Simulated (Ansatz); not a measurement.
## Barrier of one jump, Ti in TiSi$_{2}$

Level of theory: DFT PBE, scalar-relativistic, plane waves, PAW in Ansatz 0.2.0. Run with 420 eV cutoff, 4×4×4 k-mesh, shifted by half a step, Gaussian smearing of 0.10 eV, no spin polarisation.

Host crystal, relaxed:

```yaml
crystal:
  lattice:
    - [0.00000, 4.13518, 4.27960]
    - [2.40387, 0.00000, 4.27960]
    - [2.40387, 4.13518, 0.00000]
  atoms:
    - { symbol: Ti, position: [0.75000, 0.75000, 0.75000] }
    - { symbol: Ti, position: [0.50000, 0.50000, 0.50000] }
    - { symbol: Si, position: [0.08682, 0.41318, 0.08682] }
    - { symbol: Si, position: [0.41318, 0.08682, 0.41318] }
    - { symbol: Si, position: [0.16318, 0.83682, 0.16318] }
    - { symbol: Si, position: [0.83682, 0.16318, 0.83682] }
```

In a supercell of 24 host sites, interstitial Ti hops to an equivalent place, moving 2.18 Å between the relaxed ends. Climbing-image nudged elastic band at fixed cell with images 0 (start) to 4 (end), the path measured over all atoms, converged to 0.05 eV/Å; the order of the saddle wasn't checked, and the small cell leaves errors of about a tenth of an eV.

Supercell rows in host cell vectors: 0 1 1; 1 -2 0; 1 0 -2. Ti was set at (0.458, 0.800, 0.200) of the host cell.

At the relaxed start Ti has 1 Si at 2.35 Å, 1 Si at 2.51 Å, 1 Ti at 2.51 Å, 1 Si at 2.59 Å, 1 Ti at 2.62 Å, 1 Si at 2.69 Å, 1 Ti at 2.70 Å, 1 Si at 2.71 Å, 1 Ti at 2.79 Å, 1 Si at 2.94 Å.

(1) How high is the barrier, and where does the atom pass?

## Answers

(1) 0.40 eV at image 3, where Ti has 1 Si at 2.38 Å, 1 Si at 2.39 Å, 1 Ti at 2.54 Å, 1 Si at 2.55 Å, 1 Ti at 2.56 Å, 1 Si at 2.59 Å, 1 Si at 2.73 Å, 1 Si at 2.74 Å, 1 Ti at 3.03 Å. An image lies below the start, so the start isn't the lowest place along this path.

Cost: 1 run of about 110 core-minutes, on Intel Xeon 6975P-C (Granite Rapids) (shared hosts).